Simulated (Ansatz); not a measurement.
WS2: opening a crack plane

WS2, P6_3/mmc, a = 3.154 Å, c = 12.140 Å. Ansatz: PBE+D3(BJ), PAW, 420 eV, Γ-centred 10×10×3 mesh on 6 atoms, Gaussian smearing 0.05 eV; no spin polarisation. One cut on (001) per cell of 6 atoms is opened rigidly by x, between planes of S and S that stand 2.92 Å apart; y is the energy per area (8.616 Å², 1 eV/Å² = 16.02 J/m²).

| x (Å) | y (J/m²) |
| --- | --- |
| 0.00 | 0.000 |
| 0.25 | 0.027 |
| 0.50 | 0.083 |
| 0.75 | 0.147 |
| 1.00 | ? |
| 1.50 | 0.312 |
| 2.00 | 0.386 |
| 3.00 | 0.474 |
| 4.50 | 0.531 |
| 6.00 | 0.556 |

**Question.** Fit the universal binding curve y = W[1 − (1 + x/l) e^(−x/l)] to the other rows, give the peak stress, and predict the missing value.

**Answer.** Least squares gives W = 0.545 J/m² and l = 0.786 Å. The stress dy/dx peaks at x = l with W/(e l) = 2.6 GPa, for rigid faces. The last row already stands above W and still climbs, so W understates the work of separation. At x = 1.00: x/l = 1.272, y = 0.198 J/m². The run gave 0.209 J/m², so the fit is 0.011 J/m² too low, within twice the rms miss on the fitted rows (0.009 J/m²).

Spin–orbit coupling is left out, which can shift energies with elements as heavy as these.

Cost: 12 runs of about 1.6 core-minutes in all, on Arm Neoverse V2 (shared hosts).

The energy needed to open the gap is small because the cut passes between sulfur planes whose valences are already satisfied within each layer. No W–S covalent bonds are broken, which is why WS2 cleaves readily on the basal plane.

The misfit to the universal curve is systematic: the fit runs low at small openings, high around 2.00 to 3.00 Å, and low again at 6.00 Å. That curve assumes an attraction that dies off exponentially, as when overlapping orbitals are pulled apart, whereas dispersion between layers decays as a power law. The slow tail probably reflects the D3 term, though the total energies alone don't separate it from the remaining PBE interaction. The good prediction at 1.00 Å therefore supports interpolation near the steepest part of the curve, not extrapolation to full separation. Nor does resistance to normal opening determine the ease of basal sliding, which depends on how the energy varies with lateral registry.
